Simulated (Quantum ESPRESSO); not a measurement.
Crystal: TiO2.

```
Ti O
1.0
     4.59984    0.00000    0.00000
     0.00000    4.59984    0.00000
     0.00000    0.00000    2.95921
Ti O
2 4
Direct
  0.00000 0.00000 0.50000
  0.50000 0.50000 0.00000
  0.30432 0.30432 0.50000
  0.19568 0.80432 0.00000
  0.80432 0.19568 0.00000
  0.69568 0.69568 0.50000
```

The cell is a database's computed one.

```yaml
Program: Quantum ESPRESSO 7.5
Task: phonons
Functional: LDA
Potentials_or_basis: GBRV 1.5 LDA
Cutoff: 612 eV
Density_cutoff: 4898 eV
k_mesh: 4 × 4 × 6, shifted
Occupations: fermi-dirac, width 0.05 eV
Spin: no spin polarisation
Form_of_the_LDA_correlation: PZ81
Mixing_beta: 0.5
Most_SCF_iterations: 120
SCF_threshold: 1.2e-09 Ry
```

The cell and the atoms were relaxed first, to 10.09 Å³/atom (a = 4.552 Å, b = 4.552 Å, c = 2.920 Å, α = 90.00°, β = 90.00°, γ = 90.00°), and the response was taken there.

The first run showed a gap, so the response started from a second, tighter run with fixed occupations.

Question: Which infrared line is the strongest?

Answer: The Eu mode at 138 cm⁻¹, with 172.8 (D/Å)²/amu summed over its components.

Optical modes at Γ, degenerate ones joined, polar ones without the macroscopic field:
```
cm⁻¹  components  symmetry  active in  IR intensity, summed ((D/Å)²/amu)
 101           1       B1u     silent                               0.00
 130           1       A2u         IR                             139.52
 135           1       B1g      Raman                               0.00
 138           2        Eu         IR                             172.80
 383           2        Eu         IR                              16.61
 393           1       B1u     silent                               0.00
 419           1       A2g     silent                               0.00
 464           2        Eg      Raman                               0.00
 488           2        Eu         IR                              43.46
 611           1       A1g      Raman                               0.00
 818           1       B2g      Raman                               0.00
```

Zone-centre frequencies without and with the macroscopic field along z (cm⁻¹):
```csv
,optical modes in rising order
without,101 130 135 138 138 383 383 393 419 464 464 488 488 611 818
with the field,101 135 138 138 383 383 393 419 464 464 488 488 611 761 818
```

Born effective charge tensors (e):
atom 1, Ti
```
6.33 1.00 0.00
1.00 6.33 0.00
0.00 0.00 7.62
```
atom 2, Ti
```
 6.33 -1.00  0.00
-1.00  6.33  0.00
 0.00  0.00  7.62
```
atom 3, O
```
-3.17 -1.81  0.00
-1.81 -3.17  0.00
 0.00  0.00 -3.80
```
atom 4, O
```
-3.17  1.81  0.00
 1.81 -3.17  0.00
 0.00  0.00 -3.80
```
atom 5, O
```
-3.17  1.81  0.00
 1.81 -3.17  0.00
 0.00  0.00 -3.80
```
atom 6, O
```
-3.17 -1.81  0.00
-1.81 -3.17  0.00
 0.00  0.00 -3.80
```
